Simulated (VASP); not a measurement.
Wanted: the native input for a VASP 6.6.1 run.

```yaml
Task: single point
Functional: PBE
Potentials_or_basis: VASP PAW PBE potentials, release 64 (Pb_d_GW, F_GW)
Cutoff: 550 eV
k_mesh: 8 × 8 × 8
Occupations: gaussian, width 0.05 eV
Spin: no spin polarisation
Further_INCAR_settings: ALGO = Normal; EDIFF = 1e-06; NBANDS = 22
```

The structure of PbF2 (Fluorocronite) lies in POSCAR:

```
PbF2
1.0
    0.0000000000      2.9636600000      2.9636600000
    2.9636600000      0.0000000000      2.9636600000
    2.9636600000      2.9636600000      0.0000000000
Pb F
1 2
Cartesian
    0.0000000000      0.0000000000      0.0000000000
    4.4454900000      4.4454900000      4.4454900000
    1.4818300000      1.4818300000      1.4818300000
```

One way to write it, as run:

INCAR

```
PREC = Accurate
ENCUT = 550
EDIFF = 1E-6
ISMEAR = 0
SIGMA = 0.05
LREAL = False
LASPH = True
NELM = 80
ALGO = Normal
ISIF = 2
LWAVE = False
LCHARG = False
GGA = PE
NBANDS = 22
```

KPOINTS

```
Automatic mesh
0
Gamma
  8 8 8
```

Potentials or basis: VASP PAW PBE potentials, release 64 (Pb_d_GW, F_GW).

Launch:

```console
$ cat potpaw_PBE.64/Pb_d_GW/POTCAR potpaw_PBE.64/F_GW/POTCAR > POTCAR
$ mpirun -np 1 vasp_std > vasp.out
```

Results of the run:

```
Band gap on the k mesh : 4.42 eV, indirect (least direct gap 4.57 eV)
```

Caveat: spin-orbit coupling is left out, which as a rule narrows the gap of such compounds by several tenths of an eV.

Wall time 20 s on 1 thread of Intel(R) Xeon(R) Platinum 8488C (Sapphire Rapids), on a shared host, peak memory 0.2 GiB.
